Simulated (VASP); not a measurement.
# GaAs (F-43m) in VASP: a series of runs, part 2 of 2

VASP 6.6.1. Earlier steps stand in the parts before.

## Step 6: Single point, PBE, spin-orbit coupling, no magnetisation

This run uses another cell than the first one: it holds 2 atoms, not 16.

Input file INCAR:

```
SYSTEM = GaAs
PREC = Accurate
ENCUT = 250
EDIFF = 1E-7
ISMEAR = 0
SIGMA = 0.02
LREAL = .FALSE.
LASPH = .TRUE.
NELM = 100
ALGO = Normal
ISIF = 2
LWAVE = .FALSE.
LCHARG = .FALSE.
MAGMOM = 0 0 0 0 0 0
LORBIT = 11
LSORBIT = .TRUE.
GGA_COMPAT = .FALSE.
GGA = PE
NBANDS = 34
```

Input file KPOINTS:

```
regular mesh
0
G
  5 5 5
  0 0 0
```

Input file POSCAR:

```
GaAs
1.0
    0.0000000000      2.8268500000      2.8268500000
    2.8268500000      0.0000000000      2.8268500000
    2.8268500000      2.8268500000      0.0000000000
As Ga
1 1
Direct
    0.7500000000      0.7500000000      0.7500000000
    0.0000000000      0.0000000000      0.0000000000
```

Potentials or basis: VASP PAW PBE potentials, release 64 (As, Ga_d).

Command:

```sh
$ cat potpaw_PBE.64/As/POTCAR potpaw_PBE.64/Ga_d/POTCAR > POTCAR
$ mpirun -np 1 vasp_ncl > vasp.out
```

OUTCAR:

```text
SYSTEM = GaAs
   PREC = Accurate
   ENCUT = 250
   EDIFF = 1E-7
   ISMEAR = 0
   LREAL = .FALSE.
   LASPH = .TRUE.
   NELM = 100
   ISIF = 2
   LORBIT = 11
   LSORBIT = .TRUE.
   GGA = PE

 Found     14 irreducible k-points:

 Following reciprocal coordinates:
            Coordinates               Weight
  0.000000  0.000000  0.000000      1.000000
  0.200000  0.000000  0.000000      4.000000
 -0.200000  0.000000  0.000000      4.000000
  0.400000  0.000000  0.000000      4.000000
 -0.400000  0.000000  0.000000      4.000000
  0.200000  0.200000  0.000000      6.000000
   k-points           NKPTS =     14   k-points in BZ     NKDIM =     14   number of bands    NBANDS=     34
   number of dos      NEDOS =    301   number of ions     NIONS =      2
   total plane-waves  NPLWV =  13824
   dimension x,y,z NGX =    24 NGY =   24 NGZ =   24
   dimension x,y,z NGXF=    48 NGYF=   48 NGZF=   48
   ions per type =               1   1
   NGX,Y,Z   is equivalent  to a cutoff of   9.98,  9.98,  9.98 a.u.
   NGXF,Y,Z  is equivalent  to a cutoff of  19.96, 19.96, 19.96 a.u.
 SYSTEM =  GaAs
   PREC   = accura    normal or accurate (medium, high low for compatibility)
   ISTART =      0    job   : 0-new  1-cont  2-samecut
   ICHARG =      2    charge: 1-file 2-atom 10-const
   ISPIN  =      1    spin polarized calculation?
   LNONCOLLINEAR =      T non collinear calculations
   LSORBIT =      T    spin-orbit coupling
   LASPH  =      T    aspherical Exc in radial PAW
   ENCUT  =  250.0 eV  18.37 Ry    4.29 a.u.   5.15  5.15  5.15*2*pi/ulx,y,z
   NELM   =    100;   NELMIN=  2; NELMDL= -5     # of ELM steps
   EDIFF  = 0.1E-06   stopping-criterion for ELM
   LREAL  =      F    real-space projection
   EDIFFG = 0.1E-05   stopping-criterion for IOM
   NSW    =      0    number of steps for IOM
   IBRION =     -1    ionic relax: 0-MD 1-quasi-New 2-CG
   NFREE  =      0    steps in history (QN), initial steepest desc. (CG)
   ISIF   =      2    stress and relaxation
   ISYM   =      2    0-nonsym 1-usesym 2-fastsym
   POTIM  = 0.5000    time-step for ionic-motion
[... 275 lines left out ...]
      0.00000      0.00000      0.00000        -0.000000     -0.000000     -0.000000
 -----------------------------------------------------------------------------------
    total drift:                               -0.000003     -0.000003     -0.000003

  FREE ENERGIE OF THE ION-ELECTRON SYSTEM (eV)
  ---------------------------------------------------
  free  energy   TOTEN  =        -8.1871337537 eV

  energy  without entropy=       -8.1871337537  energy(sigma->0) =       -8.18713375

 Spin-Orbit-Coupling matrix elements

 Ion:    1  E_soc:     -0.0236040
 l=   1
     0.0000000    -0.0039262    -0.0039262
    -0.0039262     0.0000000    -0.0039262
    -0.0039262    -0.0039262     0.0000000
 l=   2
     0.0000000    -0.0000041     0.0000000    -0.0000041    -0.0000037
    -0.0000041     0.0000000    -0.0000027    -0.0000041    -0.0000009
     0.0000000    -0.0000027     0.0000000    -0.0000027     0.0000000
    -0.0000041    -0.0000041    -0.0000027     0.0000000    -0.0000009
    -0.0000037    -0.0000009     0.0000000    -0.0000009     0.0000000
 l=   3
     0.0000000     0.0000000     0.0000000     0.0000000     0.0000000     0.0000000     0.0000000
     0.0000000     0.0000000     0.0000000     0.0000000     0.0000000     0.0000000     0.0000000
     0.0000000     0.0000000     0.0000000     0.0000000     0.0000000     0.0000000     0.0000000
     0.0000000     0.0000000     0.0000000     0.0000000     0.0000000     0.0000000     0.0000000
     0.0000000     0.0000000     0.0000000     0.0000000     0.0000000     0.0000000     0.0000000
     0.0000000     0.0000000     0.0000000     0.0000000     0.0000000     0.0000000     0.0000000
     0.0000000     0.0000000     0.0000000     0.0000000     0.0000000     0.0000000     0.0000000

 Ion:    2  E_soc:     -0.0116542
 l=   1
     0.0000000    -0.0011388    -0.0011388
    -0.0011388     0.0000000    -0.0011388
    -0.0011388    -0.0011388     0.0000000
 l=   2
     0.0000000    -0.0001608     0.0000000    -0.0001608    -0.0006427
    -0.0001608     0.0000000    -0.0004820    -0.0001608    -0.0001607
     0.0000000    -0.0004820     0.0000000    -0.0004820     0.0000000
    -0.0001608    -0.0001608    -0.0004820     0.0000000    -0.0001607
    -0.0006427    -0.0001607     0.0000000    -0.0001607     0.0000000
 l=   3
     0.0000000     0.0000000     0.0000000     0.0000000     0.0000000     0.0000000     0.0000000
     0.0000000     0.0000000     0.0000000     0.0000000     0.0000000     0.0000000     0.0000000
     0.0000000     0.0000000     0.0000000     0.0000000     0.0000000     0.0000000     0.0000000
     0.0000000     0.0000000     0.0000000     0.0000000     0.0000000     0.0000000     0.0000000
     0.0000000     0.0000000     0.0000000     0.0000000     0.0000000     0.0000000     0.0000000
     0.0000000     0.0000000     0.0000000     0.0000000     0.0000000     0.0000000     0.0000000
     0.0000000     0.0000000     0.0000000     0.0000000     0.0000000     0.0000000     0.0000000

 total charge

# of ion       s       p       d       tot
------------------------------------------
    1        1.202   1.616   0.031   2.849
    2        0.874   0.809  10.005  11.688
--------------------------------------------------
tot          2.076   2.425  10.036  14.538

 magnetization (x)

# of ion       s       p       d       tot
------------------------------------------
    1       -0.000   0.000  -0.000  -0.000
    2        0.000  -0.000  -0.000  -0.000
--------------------------------------------------
tot         -0.000  -0.000  -0.000  -0.000

 magnetization (y)

# of ion       s       p       d       tot
------------------------------------------
    1       -0.000  -0.000   0.000  -0.000
    2        0.000  -0.000   0.000  -0.000
--------------------------------------------------
tot         -0.000  -0.000   0.000  -0.000

 magnetization (z)

# of ion       s       p       d       tot
------------------------------------------
    1       -0.000  -0.000  -0.000  -0.000
    2        0.000  -0.000  -0.000  -0.000
--------------------------------------------------
tot          0.000  -0.000  -0.000  -0.000
```

Wall time 17 s (1 thread of Intel Xeon Platinum 8559C (Emerald Rapids), shared host); peak memory 0.19 GiB.

The run converged, but a check on its numbers failed (symmetry, net force, bounds or a known fault of this set-up), so they aren't taken as properties of the crystal.

Caveat: the k mesh is coarse (spacing up to 0.38 Å⁻¹), so the values aren't converged; the cutoff lies under the usual one of these potentials, so the numbers hold a large basis-set error.

## Step 7: Comparison with measurements

Step 4. Measured gap of GaAs: 1.412 eV (direct; 300 K; “Evidence of valence band perturbations in GaAsN/GaAs(001): A combined variable-angle spectroscopic ellipsometry and modulated photoreflectance investigation”, 2008, arxiv:0805.2212). This calculation gives 0.52 eV (-0.89 eV). 3 values of this kind are on record (1.412 to 1.51 eV); this one was drawn at random among those near their median, those with a stated uncertainty first. Spin-orbit coupling on As, Ga is left out. The value is that of PBE on a finite k mesh, which can miss the band edges, without temperature or zero-point motion. Semilocal functionals fall short of measured gaps as a rule.
